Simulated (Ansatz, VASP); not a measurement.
## NaH in VASP and in Ansatz

```
Na H
1.0
     0.00000    2.44000    2.44000
     2.44000    0.00000    2.44000
     2.44000    2.44000    0.00000
Na H
1 1
Direct
  0.00000 0.00000 0.00000
  0.50000 0.50000 0.50000
```

Alike in both runs: task electric field gradients; functional PBE; k mesh 3 × 3 × 3; occupations fermi-dirac, width 0.02 eV; no spin polarisation.

|  | VASP | Ansatz |
| --- | --- | --- |
| version | VASP 6.6.1 | Ansatz 0.2.0 |
| potentials or method | VASP PAW PBE potentials, release 64 (Na_pv, H) | PAW with Ansatz's default frozen-core files, scalar-relativistic |
| plane-wave cutoff (eV) | 520 | 420 |
| valence electrons in the cell | 8 | 10 |

|  | VASP | Ansatz | Ansatz less VASP |
| --- | --- | --- | --- |
| gap on the k mesh at the Fermi level (eV) | 5.76 | 5.76 | +0.002 |
| pressure (GPa) | -0.8 | -0.7 | +0.03 |
| Vzz of the field gradient on the site that differs most (V/Å²) | 0.0 | 0.0 | 0.00 |

The functional is the same, so the differences come from potentials, cutoffs and numerics. The two sets of potentials don't hold the same shells in valence.

Caveats: the k mesh is coarse (spacing up to 0.74 Å⁻¹), so the values aren't converged; an odd mesh through Γ misses points on the zone boundary, where band edges often lie. A hybrid or GW would open this gap; PBE tends to underestimate it.
